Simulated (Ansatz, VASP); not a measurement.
Ir: VASP beside Ansatz

```
Ir
1.0
     4.28625    0.00000    0.00000
    -2.14313    3.71200    0.00000
     0.00000    0.00000    4.71540
Ir
4
Direct
  0.00000 0.00000 0.25000
  0.00000 0.00000 0.75000
  0.33333 0.66667 0.75000
  0.66667 0.33333 0.25000
```

Alike in both runs: functional r2SCAN; k mesh 6 × 6 × 2; occupations gaussian, width 0.1 eV; no spin polarisation.

Ansatz relaxed the structure, and its values are those at the end. VASP's run is a single point on that final structure, the one shown.

```csv
,VASP,Ansatz
version,VASP 6.6.1,Ansatz 0.2.0
potentials or method,"VASP PAW PBE potentials, release 64 (Ir)","scalar-relativistic, plane waves, PAW"
plane-wave cutoff (eV),520,500
valence electrons in the cell,36,68
```

Ansatz gave:

```
gap on the k mesh at the Fermi level (eV) : none
pressure (GPa)                            : 0.0
```

Problem. Estimate VASP's values.

Solution. gap on the k mesh at the Fermi level (eV): none; pressure (GPa): 1.0.

A gap of «none» marks a metal or a gap that the smearing closes. The two sets of potentials don't hold the same shells in valence.

Caveats: the k mesh is coarse (spacing up to 0.67 Å⁻¹), so the values aren't converged; the PAW data sets were made with another functional, which shifts forces and pressure a little (VASP). The runs have no spin-orbit coupling, so splittings on Ir are missing.
